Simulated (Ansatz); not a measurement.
**Al3H5: one candidate of a structure search**

Where does this trial cell of Al3H5 go when cell and atoms are let free?

Method: DFT PBE, scalar-relativistic, plane waves, PAW, in Ansatz 0.2.0.

### Step 1. The starting structure

It takes space group Im-3m (No. 229, cubic). Conventional cell: a = 5.491 Å, b = 5.491 Å, c = 5.491 Å, α = 90.00°, β = 90.00°, γ = 90.00°. Around Al (site symmetry 4/mmm) lie 8 H at 2.38 Å. H (site symmetry m-3m) is surrounded by 8 H at 2.38 Å. Around H (site symmetry -3m) lie 6 Al at 2.38 Å and 2 H at 2.38 Å.

Structure file:

```cif
data_structure
_symmetry_space_group_name_H-M 'P 1'
_symmetry_Int_Tables_number 1
_cell_length_a 4.7550
_cell_length_b 4.7550
_cell_length_c 4.7550
_cell_angle_alpha 109.471
_cell_angle_beta 109.471
_cell_angle_gamma 109.471
_cell_volume 82.76
loop_
_atom_site_label
_atom_site_type_symbol
_atom_site_fract_x
_atom_site_fract_y
_atom_site_fract_z
_atom_site_occupancy
Al1 Al 0.00000 0.50000 0.50000 1
Al2 Al 0.50000 0.50000 0.00000 1
Al3 Al 0.50000 0.00000 0.50000 1
H1 H 0.00000 0.00000 0.00000 1
H2 H 0.00000 0.00000 0.50000 1
H3 H 0.00000 0.50000 0.00000 1
H4 H 0.50000 0.00000 0.00000 1
H5 H 0.50000 0.50000 0.50000 1
```

A structure generator made this guess: species swapped into a database cell of Fe5Co3 (Im-3m, No. 229), with H on the Fe sites and Al on the Co sites. Its size is a rough estimate.

### Step 2. Probe: one point on a coarse mesh

Input file input.yaml:

```yaml
crystal:
  lattice:
    - [-2.74531415, 2.74531415, 2.74531415]
    - [2.74531415, -2.74531415, 2.74531415]
    - [2.74531415, 2.74531415, -2.74531415]
  atoms:
    - { symbol: Al, position: [0.0, 0.5, 0.5] }
    - { symbol: Al, position: [0.5, 0.5, 0.0] }
    - { symbol: Al, position: [0.5, 0.0, 0.5] }
    - { symbol: H, position: [0.0, 0.0, 0.0] }
    - { symbol: H, position: [0.0, 0.0, 0.5] }
    - { symbol: H, position: [0.0, 0.5, 0.0] }
    - { symbol: H, position: [0.5, 0.0, 0.0] }
    - { symbol: H, position: [0.5, 0.5, 0.5] }
basis:
  ecutwfc: 420
kpoints:
  mp_grid: { grid: [4, 4, 4] }
hamiltonian:
  xc: pbe
scf:
  occupations: { method: gaussian, width: 0.1 }
  lower_state_search: "off"
output:
  forces: true
  stress: true
  eigenvalues: true
```

The run is started by

```bash
$ ansatz run input.yaml --threads 1 --pin off --max-ram 2048MiB --backend cpu --events-out ev --progress --plain --runs-dir out
```

The program printed, shortened:

```text
Warning: RAYON_NUM_THREADS=1 ignored (pool sized by the plan → 1); use --threads N
[...]
Pseudopotentials: kind: paw
Pseudopotential: Al, paw, valence charge 3, recommended cutoff 420 eV (normal), Al.paw.azcp
Pseudopotential: H, paw, valence charge 1, recommended cutoff 420 eV (normal), H.paw.azcp
Functional definition: PBE
[...]
Crystal: 8 atoms, lattice volume = 82.763 Å³
Basis set: ecut = 420 eV, 1601 PW (Γ), exchange–correlation on 64×64×64 points (8 copies of the dense FFT grid, shifted against one another)
Bands: 15, of which v1, the nominal top of the filled ones, is band 7 counted from 1 (6 counted from 0)
Symmetry: 48 space group operations
Space group: Im-3m (ITA 229), of the structure as read, at distance tolerance 4.4e-5 Å
k-points: 8 of 64
[...]
SCF iter   1: F=—  HF=-1686.450229 eV  |F-HF|=—  |Δ(HF+E_count)|=         —  Δρ=5.55e-3  dr2=3.75e-2  ethr=1.77e-3  ⟨swp⟩=6.5  Hψ=771  notcnv=0
[...]
SCF iter   6: F=-1686.443230 eV  HF=-1686.443230 eV  |F-HF|=2.81e-9  |Δ(HF+E_count)|=   8.25e-8  Δρ=2.14e-6  dr2=5.27e-9  ethr=7.14e-10  ⟨swp⟩=5.6  Hψ=405  notcnv=0
[...]
SCF converged after 6 iterations
Free energy (F): -1686.443230 eV
[...]
E sigma→0 (E₀):  -1686.431637 eV
Entropy (-TS):   -0.023188 eV (-2.898 meV/atom)
Fermi energy:    4.761990 eV
[...]
--- Forces (eV/Å), atoms counted from 1 ---
  atom   1  Al     0.00000000    -0.00000000     0.00000000
  atom   2  Al     0.00000000    -0.00000000     0.00000000
  atom   3  Al     0.00000000     0.00000000    -0.00000000
  atom   4  H     -0.00000000     0.00000000     0.00000000
  atom   5  H      0.00000000     0.00000000    -0.00000000
  atom   6  H      0.00000000    -0.00000000     0.00000000
  atom   7  H      0.00000000    -0.00000000    -0.00000000
  atom   8  H      0.00000000     0.00000000     0.00000000
[...]
--- Stress (GPa, compression-positive) ---
       -9.900107      -0.000000      -0.000000
        0.000000      -9.900107       0.000000
       -0.000000       0.000000      -9.900107
  P = ⅓ Tr σ = -9.9001 GPa (-99.001 kbar)
--- Band table (eV; the first three rows and the last of 8) ---
  k-point 0: bands = ["-6.0859", "1.3814", "1.3814", "1.3814", "3.0777", "3.0777", "3.0777", "3.6442", "4.0404", "4.0404", "5.8508", "5.8508", "5.8508", "9.2291"]
[...]
```

Run time: 0.87 s. Hardware: 1 thread of Arm Neoverse V2, shared host; peak memory 0.27 GiB.

From the probe: pressure -9.9 GPa, largest force 0.00 eV/Å, gap on this mesh none (metal). A cheap, loose relaxation comes first.

### Step 3. Rough relaxation on the coarse mesh

Edit input.yaml of step 2 so:

```diff
@@ -27 +27,6 @@
   eigenvalues: true
+relax:
+  adjacent_minimum: "off"
+  f_tol: 0.04
+  max_steps: 70
+  cell: { stress_tol: 0.4 }
```

The run is started by

```bash
$ ansatz run input.yaml --threads 1 --pin off --max-ram 2048MiB --backend cpu --events-out ev --progress --plain --runs-dir out
```

The program printed:

```text
Warning: RAYON_NUM_THREADS=1 ignored (pool sized by the plan → 1); use --threads N
Engine: ansatz 0.2.0, aarch64-unknown-linux-gnu
Pseudopotentials: kind: paw
Pseudopotential: Al, paw, valence charge 3, recommended cutoff 420 eV (normal), Al.paw.azcp
Pseudopotential: H, paw, valence charge 1, recommended cutoff 420 eV (normal), H.paw.azcp
Functional definition: PBE
  parameter kappa = 0.804
  parameter beta = 0.06672455060314922
  exchange = pbe_x(kappa = kappa, mu = beta*pi^2/3)
  correlation = pbe_c(beta = beta)
Crystal: 8 atoms, lattice volume = 82.763 Å³
Basis set: ecut = 420 eV, 1601 PW (Γ), exchange–correlation on 64×64×64 points (8 copies of the dense FFT grid, shifted against one another)
Bands: 15, of which v1, the nominal top of the filled ones, is band 7 counted from 1 (6 counted from 0)
Symmetry: 48 space group operations
Space group: Im-3m (ITA 229), of the structure as read, at distance tolerance 4.4e-5 Å
k-points: 8 of 64
Non-local potential: Al, projectors of the file, l = 0: 2, l = 1: 2, l = 2: 1
Non-local potential: H, projectors of the file, l = 0: 2, l = 1: 1
PAW form: soft (Blöchl's): semilocal exchange-correlation on the pseudo side does not see the compensation charge
PAW one-centre angular grid: Al, 110 points (default); XC on 64 Gauss nodes
PAW one-centre angular grid: H, 110 points (default); XC on 64 Gauss nodes
Initial density: superposition of atomic densities (neutral atoms: chi_scale 0, normalization atom), corrected by the library's trained network
Initial wavefunctions: pseudopotential atomic-orbital guess
Functional: x = pbe(κ = 0.804, μ = 0.2195149727645171), c = pbe(β = 0.06672455060314922)
SCF iter   1: F=—  HF=-1686.450229 eV  |F-HF|=—  |Δ(HF+E_count)|=         —  Δρ=5.55e-3  dr2=3.75e-2  ethr=1.77e-3  ⟨swp⟩=6.5  Hψ=771  notcnv=0
preconditioner: auto → Kerker (q_TF=auto, 2.029 Å⁻¹)  [metal: Δε(μ)=0.058 eV  Ē_g=8.029 eV  σ=0.100 eV  W_gap=0.30  n_scr=12 (ndim 8)  ℏωp=15.3 eV  f_vac=0.000  D(μ)=3.71/eV (n_scr^D=42)]
SCF iter   2: F=—  HF=-1686.443017 eV  |F-HF|=—  |Δ(HF+E_count)|=   7.21e-3  Δρ=1.36e-3  dr2=1.73e-3  ethr=2.68e-4  ⟨swp⟩=1.0  Hψ=184  notcnv=0
preconditioner: auto → none  [insulator: Δε(μ)=0.101 eV  Ē_g=8.042 eV  σ=0.100 eV  W_gap=0.51  n_scr=12 (ndim 8)  ℏωp=15.3 eV  f_vac=0.000  D(μ)=4.53/eV (n_scr^D=42)  ε∞_Penn≈4.6]
SCF iter   3: F=—  HF=-1686.443103 eV  |F-HF|=—  |Δ(HF+E_count)|=   8.61e-5  Δρ=5.52e-4  dr2=2.84e-4  ethr=1.24e-5  ⟨swp⟩=2.0  Hψ=150  notcnv=0
SCF iter   4: F=—  HF=-1686.443160 eV  |F-HF|=—  |Δ(HF+E_count)|=   5.71e-5  Δρ=2.09e-4  dr2=1.76e-5  ethr=2.03e-6  ⟨swp⟩=1.6  Hψ=116  notcnv=0
SCF iter   5: F=—  HF=-1686.443230 eV  |F-HF|=—  |Δ(HF+E_count)|=   6.99e-5  Δρ=2.07e-5  dr2=1.90e-7  ethr=1.25e-7  ⟨swp⟩=1.9  Hψ=147  notcnv=0
SCF iter   6: F=-1686.443230 eV  HF=-1686.443230 eV  |F-HF|=2.83e-9  |Δ(HF+E_count)|=   8.23e-8  Δρ=2.14e-6  dr2=5.29e-9  ethr=7.14e-10  ⟨swp⟩=7.8  Hψ=481  notcnv=0
SCF 1 converged in 6 iterations: F = -1686.443230 eV  dr2 = 5.29e-9
relax step   1: F+E_penalty+E_count = -1686.44323033 eV  Δ(F+E_penalty+E_count) = +0.000e0 eV  max|allowed force component| = 1.707e-30 eV/Å  Δτ_max = 0.0000 Å  P = -9.900 GPa  Ω = 82.763 Å³  (6 SCF iters, dr2 threshold 1.00e-7 eV, accepted)
Crystal: 8 atoms, lattice volume = 71.239 Å³
Basis set: ecut = 420 eV, 1433 PW (Γ), exchange–correlation on 64×64×64 points (8 copies of the dense FFT grid, shifted against one another)
Initial density: handed on by an earlier stage of this run
Initial wavefunctions: those handed on with the density
iter 1 solved again at ethr=1.85e-4 eV; its pass at ethr=3.10e-3 eV (dr2=2.60e-2 eV) is discarded
SCF iter   1: F=—  HF=-1686.943655 eV  |F-HF|=—  |Δ(HF+E_count)|=         —  Δρ=6.10e-3  dr2=2.55e-2  ethr=1.85e-4  ⟨swp⟩=1.1  Hψ=883  notcnv=0
preconditioner: auto → none  [insulator: Δε(μ)=0.226 eV  Ē_g=8.945 eV  σ=0.100 eV  W_gap=0.57  n_scr=12 (ndim 8)  ℏωp=16.5 eV  f_vac=0.000  D(μ)=3.18/eV (n_scr^D=18)  ε∞_Penn≈4.4]
SCF iter   2: F=—  HF=-1686.935400 eV  |F-HF|=—  |Δ(HF+E_count)|=   8.25e-3  Δρ=3.50e-3  dr2=7.65e-3  ethr=1.82e-4  ⟨swp⟩=1.0  Hψ=120  notcnv=0
SCF iter   3: F=—  HF=-1686.932615 eV  |F-HF|=—  |Δ(HF+E_count)|=   2.78e-3  Δρ=4.44e-4  dr2=9.51e-5  ethr=5.47e-5  ⟨swp⟩=1.1  Hψ=122  notcnv=0
SCF iter   4: F=—  HF=-1686.932669 eV  |F-HF|=—  |Δ(HF+E_count)|=   5.36e-5  Δρ=9.67e-5  dr2=2.58e-6  ethr=6.79e-7  ⟨swp⟩=2.2  Hψ=174  notcnv=0
iter 5 did not close the SCF: its close was put off for the readings that it lacked (scf_convergence_deferred on its scf_iter line)
SCF iter   5: F=-1686.932674 eV  HF=-1686.932674 eV  |F-HF|=6.41e-9  |Δ(HF+E_count)|=   4.70e-6  Δρ=9.00e-6  dr2=3.40e-8  ethr=1.84e-8  ⟨swp⟩=2.5  Hψ=170  notcnv=0
SCF iter   6: F=-1686.932674 eV  HF=-1686.932674 eV  |F-HF|=1.04e-10  |Δ(HF+E_count)|=   1.84e-8  Δρ=4.37e-7  dr2=6.64e-11  ethr=2.43e-10  ⟨swp⟩=1.8  Hψ=323  notcnv=0
SCF 2 converged in 6 iterations: F = -1686.932674 eV  dr2 = 6.64e-11
relax step   2: F+E_penalty+E_count = -1686.93267378 eV  Δ(F+E_penalty+E_count) = -4.894e-1 eV  max|allowed force component| = 3.792e-31 eV/Å  Δτ_max = 0.0000 Å  P = -2.262 GPa  Ω = 71.239 Å³  energy of the carried Pulay correction = +1.066e-2 eV  (6 SCF iters, dr2 threshold 8.00e-7 eV, accepted)
Crystal: 8 atoms, lattice volume = 68.423 Å³
Basis set: ecut = 420 eV, 1409 PW (Γ), exchange–correlation on 64×64×64 points (8 copies of the dense FFT grid, shifted against one another)
iter 1 solved again at ethr=1.74e-5 eV; its pass at ethr=3.10e-3 eV (dr2=2.44e-3 eV) is discarded
SCF iter   1: F=—  HF=-1686.949890 eV  |F-HF|=—  |Δ(HF+E_count)|=         —  Δρ=1.80e-3  dr2=2.44e-3  ethr=1.74e-5  ⟨swp⟩=1.2  Hψ=803  notcnv=0
preconditioner: auto → Kerker (q_TF=auto, 2.094 Å⁻¹)  [metal: Δε(μ)=0.113 eV  Ē_g=9.198 eV  σ=0.100 eV  W_gap=0.47  n_scr=12 (ndim 8)  ℏωp=16.8 eV  f_vac=0.000  D(μ)=3.12/eV (n_scr^D=18)]
SCF iter   2: F=—  HF=-1686.949130 eV  |F-HF|=—  |Δ(HF+E_count)|=   7.60e-4  Δρ=1.13e-3  dr2=9.87e-4  ethr=1.74e-5  ⟨swp⟩=1.0  Hψ=120  notcnv=0
SCF iter   3: F=—  HF=-1686.948763 eV  |F-HF|=—  |Δ(HF+E_count)|=   3.67e-4  Δρ=1.50e-4  dr2=1.85e-5  ethr=7.05e-6  ⟨swp⟩=1.0  Hψ=120  notcnv=0
SCF iter   4: F=—  HF=-1686.948767 eV  |F-HF|=—  |Δ(HF+E_count)|=   3.75e-6  Δρ=3.88e-5  dr2=6.88e-7  ethr=5.71e-9  ⟨swp⟩=3.5  Hψ=552  notcnv=0
SCF iter   5: F=-1686.948767 eV  HF=-1686.948767 eV  |F-HF|=1.78e-9  |Δ(HF+E_count)|=   2.24e-8  Δρ=7.98e-6  dr2=3.18e-8  ethr=4.91e-9  ⟨swp⟩=2.4  Hψ=337  notcnv=0
SCF 3 converged in 5 iterations: F = -1686.948767 eV  dr2 = 3.18e-8
relax step   3: F+E_penalty+E_count = -1686.94876655 eV  Δ(F+E_penalty+E_count) = -1.609e-2 eV  max|allowed force component| = 4.522e-31 eV/Å  Δτ_max = 0.0000 Å  P = +0.842 GPa  Ω = 68.423 Å³  energy of the carried Pulay correction = +1.352e-2 eV  (5 SCF iters, dr2 threshold 8.00e-7 eV, accepted)
Crystal: 8 atoms, lattice volume = 69.165 Å³
iter 1 solved again at ethr=1.29e-6 eV; its pass at ethr=3.10e-3 eV (dr2=1.81e-4 eV) is discarded
SCF iter   1: F=—  HF=-1686.949966 eV  |F-HF|=—  |Δ(HF+E_count)|=         —  Δρ=4.97e-4  dr2=1.88e-4  ethr=1.29e-6  ⟨swp⟩=2.1  Hψ=757  notcnv=0
preconditioner: auto → none  [insulator: Δε(μ)=0.158 eV  Ē_g=9.127 eV  σ=0.100 eV  W_gap=0.53  n_scr=12 (ndim 8)  ℏωp=16.7 eV  f_vac=0.000  D(μ)=3.07/eV (n_scr^D=18)  ε∞_Penn≈4.4]
SCF iter   2: F=—  HF=-1686.949910 eV  |F-HF|=—  |Δ(HF+E_count)|=   5.61e-5  Δρ=2.73e-4  dr2=4.55e-5  ethr=1.29e-6  ⟨swp⟩=1.0  Hψ=120  notcnv=0
SCF iter   3: F=—  HF=-1686.949891 eV  |F-HF|=—  |Δ(HF+E_count)|=   1.89e-5  Δρ=4.86e-5  dr2=1.23e-6  ethr=3.25e-7  ⟨swp⟩=1.0  Hψ=120  notcnv=0
iter 4 did not close the SCF: its close was put off for the readings that it lacked (scf_convergence_deferred on its scf_iter line)
SCF iter   4: F=-1686.949891 eV  HF=-1686.949891 eV  |F-HF|=4.67e-9  |Δ(HF+E_count)|=   2.91e-7  Δρ=9.11e-6  dr2=3.46e-8  ethr=8.81e-9  ⟨swp⟩=1.2  Hψ=134  notcnv=0
iter 5 did not close the SCF: its close was put off for the readings that it lacked (scf_convergence_deferred on its scf_iter line)
SCF iter   5: F=-1686.949891 eV  HF=-1686.949891 eV  |F-HF|=1.01e-9  |Δ(HF+E_count)|=   1.62e-8  Δρ=1.08e-6  dr2=1.33e-9  ethr=2.47e-10  ⟨swp⟩=2.4  Hψ=156  notcnv=0
SCF iter   6: F=-1686.949891 eV  HF=-1686.949891 eV  |F-HF|=2.75e-11  |Δ(HF+E_count)|=  3.17e-10  Δρ=1.78e-7  dr2=3.68e-11  ethr=9.49e-12  ⟨swp⟩=1.0  Hψ=283  notcnv=0
SCF 4 converged in 6 iterations: F = -1686.949891 eV  dr2 = 3.68e-11
relax step   4: F+E_penalty+E_count = -1686.94989070 eV  Δ(F+E_penalty+E_count) = -1.124e-3 eV  max|allowed force component| = 1.685e-30 eV/Å  Δτ_max = 0.0000 Å  P = -0.023 GPa  Ω = 69.165 Å³  energy of the carried Pulay correction = +1.275e-2 eV  (6 SCF iters, dr2 threshold 8.00e-7 eV, accepted)
Basis set: ecut = 420 eV, 1409 PW (Γ), exchange–correlation on 60×60×60 points (8 copies of the dense FFT grid, shifted against one another)
Initial wavefunctions: pseudopotential atomic-orbital guess (no wavefunctions were taken with the density)
iter 1 solved again at ethr=1.21e-7 eV; its pass at ethr=3.10e-3 eV (dr2=1.69e-5 eV) is discarded
SCF iter   1: F=—  HF=-1686.942646 eV  |F-HF|=—  |Δ(HF+E_count)|=         —  Δρ=3.55e-4  dr2=9.56e-6  ethr=1.21e-7  ⟨swp⟩=2.9  Hψ=1051  notcnv=0
preconditioner: auto → none  [insulator: Δε(μ)=0.158 eV  Ē_g=9.128 eV  σ=0.100 eV  W_gap=0.53  n_scr=12 (ndim 8)  ℏωp=16.7 eV  f_vac=0.000  D(μ)=3.06/eV (n_scr^D=18)  ε∞_Penn≈4.3]
SCF iter   2: F=—  HF=-1686.942734 eV  |F-HF|=—  |Δ(HF+E_count)|=   8.75e-5  Δρ=1.80e-4  dr2=2.39e-6  ethr=6.83e-8  ⟨swp⟩=2.2  Hψ=174  notcnv=0
SCF iter   3: F=—  HF=-1686.942753 eV  |F-HF|=—  |Δ(HF+E_count)|=   1.89e-5  Δρ=3.42e-6  dr2=6.67e-9  ethr=1.71e-8  ⟨swp⟩=2.0  Hψ=175  notcnv=0
iter 4 did not close the SCF: its close was put off for the readings that it lacked (scf_convergence_deferred on its scf_iter line)
SCF iter   4: F=-1686.942753 eV  HF=-1686.942753 eV  |F-HF|=1.89e-10  |Δ(HF+E_count)|=   1.81e-9  Δρ=8.20e-7  dr2=1.97e-10  ethr=4.76e-11  ⟨swp⟩=2.5  Hψ=180  notcnv=0
iter 5 did not close the SCF: its close was put off for the readings that it lacked (scf_convergence_deferred on its scf_iter line)
SCF iter   5: F=-1686.942753 eV  HF=-1686.942753 eV  |F-HF|=0.00e0  |Δ(HF+E_count)|=  2.03e-10  Δρ=9.84e-8  dr2=4.58e-12  ethr=1.41e-12  ⟨swp⟩=2.5  Hψ=181  notcnv=0
SCF iter   6: F=-1686.942753 eV  HF=-1686.942753 eV  |F-HF|=4.55e-13  |Δ(HF+E_count)|=  1.14e-12  Δρ=1.17e-8  dr2=4.63e-14  ethr=1.00e-12  ⟨swp⟩=1.0  Hψ=272  notcnv=0
SCF 5 converged in 6 iterations: F = -1686.942753 eV  dr2 = 4.63e-14
relax step   5: F+E_penalty+E_count = -1686.94275273 eV  Δ(F+E_penalty+E_count) = +7.138e-3 eV  max|allowed force component| = 1.939e-30 eV/Å  Δτ_max = 0.0000 Å  P = -0.146 GPa  Ω = 69.165 Å³  stress off target by 1.46e-1 GPa  SCF on the basis re-selected at this cell (its energy is not comparable with the rows above)  (6 SCF iters)
basis re-selected at this cell: Δ(F+E_penalty+E_count) = +7.138e-3 eV, ΔP = -0.122 GPa vs the last step (what re-selecting the basis moved, of the pressure what is left beyond the Pulay correction that the steps carried, after the strain that the cell walked since its last selection, with what the two solves' SCF thresholds leave and, on support functions, any second-order correction that the steps lacked; it is no measure of the basis error at this ecutwfc). The dense FFT grid was sized anew with the basis: this SCF ran on 30×30×30 points, the steps before it on 32×32×32, so part of this shift can come from that change (see relax.cell in the input reference). This SCF's stress stands 1.46e-1 GPa from its target on what of the cell is left free (relax.cell.stress_tol is 4.00e-1 GPa) and its largest allowed force component is 1.94e-30 eV/Å (relax.f_tol is 4.00e-2 eV/Å): within both
SCF converged after 6 iterations
Free energy (F): -1686.942753 eV
Harris-Foulkes:  -1686.942753 eV  (|F-HF|=4.55e-13)
Internal energy: -1686.927419 eV  (E = F + TS)
E sigma→0 (E₀):  -1686.935086 eV
Entropy (-TS):   -0.015333 eV (-1.917 meV/atom)
Fermi energy:    6.518222 eV
--- Per-component energies (eV) ---
  E_band       = 16.628044
  E_kinetic    = 131.149351
  E_local      = -11.146182  (includes V_loc(G=0)·N_el)
  E_nonlocal   = 37.837850
  E_hartree    = 7.481144
  E_xc         = -162.454289
  E_vxc        = -142.937058  (∫ρ·V_xc dr)
  E_paw        = -1403.673533  (= ΣΔE_a)
  E_vpaw       = -13.233393  (= ΣTr[D̂ρ^β])
  E_aug_tail   = -0.004812  (compensation charges beyond the density's cutoff)
  E_ewald      = -286.116948
  E_smearing   = -0.015333  (= −TS)
  E_closure    = 0.000000  (closes the sum)
  Σ components = -1686.942753   (vs F -1686.942753, Δ=0.00e0)
--- Forces (eV/Å), atoms counted from 1 ---
  atom   1  Al    -0.00000000    -0.00000000    -0.00000000
  atom   2  Al     0.00000000     0.00000000    -0.00000000
  atom   3  Al     0.00000000    -0.00000000     0.00000000
  atom   4  H     -0.00000000     0.00000000     0.00000000
  atom   5  H     -0.00000000    -0.00000000     0.00000000
  atom   6  H      0.00000000     0.00000000     0.00000000
  atom   7  H      0.00000000    -0.00000000     0.00000000
  atom   8  H      0.00000000     0.00000000    -0.00000000
  max |Σ_I F_I| component: 6.57e-30 eV/Å
--- Stress (GPa, compression-positive) ---
       -0.145783       0.000000       0.000000
        0.000000      -0.145783       0.000000
       -0.000000       0.000000      -0.145783
  P = ⅓ Tr σ = -0.1458 GPa (-1.458 kbar)
--- Band table (eV; the first three rows and the last of 8) ---
  k-point 0: bands = ["-5.8584", "2.3709", "2.3709", "2.3709", "4.4493", "4.4493", "4.4493", "5.0689", "6.3691", "6.3691", "7.3644", "7.3644", "7.3644", "12.1622", "15.7930"]
  k-point 1: bands = ["-5.1934", "-0.1312", "1.2790", "1.8445", "3.7120", "3.7129", "4.8743", "6.5267", "6.7353", "8.3406", "9.0593", "9.6495", "10.0015", "11.7279", "11.9308"]
  k-point 2: bands = ["-3.4178", "-3.0182", "0.7038", "1.4514", "3.1132", "3.1938", "6.5637", "6.7293", "7.5239", "9.6063", "9.7029", "11.8177", "12.4979", "12.5543", "13.2387"]
  k-point 7: bands = ["-1.3613", "-1.3613", "-1.3613", "0.0398", "0.0398", "1.6329", "5.3716", "10.3471", "10.3471", "10.3471", "11.3358", "11.3358", "11.3358", "11.6292", "16.0789"]
--- Relaxed structure (4 steps of the walk, 4 accepted, 1 SCFs on fresh bases) ---
  F+E_penalty+E_count = -1686.94275273 eV   max|allowed force component| = 1.939e-30 eV/Å   (the final SCF, on the basis selected at the relaxed cell)
  cell:  # Å, volume = 69.1650 Å³
    - [-2.585882109804738, 2.585882109804738, 2.585882109804738]
    - [2.585882109804738, -2.585882109804738, 2.585882109804738]
    - [2.585882109804738, 2.585882109804738, -2.585882109804738]
  atoms:
    - { symbol: Al, position: [-3.138614618849614e-34, 0.49999999999999994, 0.49999999999999994] }
    - { symbol: Al, position: [0.49999999999999994, 0.49999999999999994, 4.112266616016365e-34] }
    - { symbol: Al, position: [0.49999999999999994, 2.3069394144259455e-34, 0.49999999999999994] }
    - { symbol: H, position: [-5.115348703471466e-35, -3.964395245190281e-34, -3.438245092833241e-34] }
    - { symbol: H, position: [0.0, 0.0, 0.49999999999999994] }
    - { symbol: H, position: [0.0, 0.49999999999999994, 0.0] }
    - { symbol: H, position: [0.49999999999999994, 0.0, 0.0] }
    - { symbol: H, position: [0.49999999999999994, 0.49999999999999994, 0.49999999999999994] }
```

Run time: 4.4 s. Hardware: 1 thread of Arm Neoverse V2, shared host; peak memory 0.29 GiB.

The steps of the relaxation:

| step | E - E(step 1) (eV/cell) | largest force component (eV/Å) | pressure (GPa) | volume (Å³) |
| --- | --- | --- | --- | --- |
| 1 | 0.0000 | 0.0000 | -9.90 | 82.76 |
| 2 | -0.4894 | 0.0000 | -2.26 | 71.24 |
| 3 | -0.5055 | 0.0000 | 0.84 | 68.42 |
| 4 | -0.5067 | 0.0000 | -0.02 | 69.16 |
| 5 | -0.4995 | 0.0000 | -0.15 | 69.16 |

Step 1 is the start. Step 5 repeats the geometry before it on a plane-wave basis chosen anew for that cell, so its energy need not be comparable with the rows above.

Lengths and angles in the start's conventional setting:

|  | before | after | change |
| --- | --- | --- | --- |
| a (Å) | 5.491 | 5.172 | -5.8 % |
| b (Å) | 5.491 | 5.172 | -5.8 % |
| c (Å) | 5.491 | 5.172 | -5.8 % |
| volume (Å³/atom) | 10.35 | 8.65 | -16.4 % |
| shortest distance (Å) | 2.378 | 2.239 | -5.8 % |
| space group (0.01 Å) | Im-3m | Im-3m | same |

Forces and stress were held to the start's 48 operations: a distortion of lower symmetry was not tested.

[end of part 1 of 2]
